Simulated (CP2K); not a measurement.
The system is BaTiO3.

```
Ba Ti O
1.0
     3.99980    0.00000    0.00000
     0.00000    4.01800    0.00000
     0.00000    0.00000    7.99960
Ba Ti O
2 2 6
Direct
  0.00144 0.02304 0.50759
  0.99856 0.97696 0.99241
  0.48033 0.56319 0.23580
  0.51967 0.47281 0.76420
  0.49380 0.96597 0.25815
  0.50620 0.00203 0.74185
  0.50761 0.49933 0.50744
  0.49239 0.47067 0.99256
  0.01522 0.48841 0.27113
  0.98478 0.48159 0.72887
```

Base run:

| Item | Value |
| --- | --- |
| Program | CP2K 2026.2 |
| Functional | LDA |
| Potentials or basis | GTH_POTENTIALS Ba GTH-PADE-q10, Ti GTH-PADE-q12, O GTH-PADE-q6; DZVP-MOLOPT-SR-GTH basis |
| Density cutoff | 8163 eV |
| k mesh | 5 × 5 × 3 |
| Occupations | fermi-dirac, width 0.05 eV |
| Spin | no spin polarisation |
| Hubbard terms | Ti d U = 4.0 eV |

Its results: band gap on the k mesh 2.33 eV, indirect (least direct gap 2.59 eV); largest force 7.245 eV/Å.

**Question.** After a change of settings the same cell gave: band gap on the k mesh 2.52 eV, indirect (least direct gap 2.79 eV); largest force 7.519 eV/Å. Which change was it?
A. hubbard terms from Ti d U = 4.0 eV to Ti d U = 6.0 eV
B. hubbard terms from Ti d U = 4.0 eV to none
C. hubbard terms from Ti d U = 4.0 eV to Ti d U = 2.0 eV

**Answer.** A.

Caveats: this program's U acts on Mulliken populations of all basis functions of the shell, so it isn't the U of plane-wave codes; energies scatter by some meV and the pressure isn't listed; spin-orbit coupling is left out, which moves the levels of the heavy elements; an odd mesh through Γ misses points on the zone boundary, where band edges often lie; the basis of atomic orbitals isn't converged, which shifts pressures, moduli and gaps; forces of over 1 eV/Å show positions far from the minimum, so gaps and moduli don't describe the material at rest.
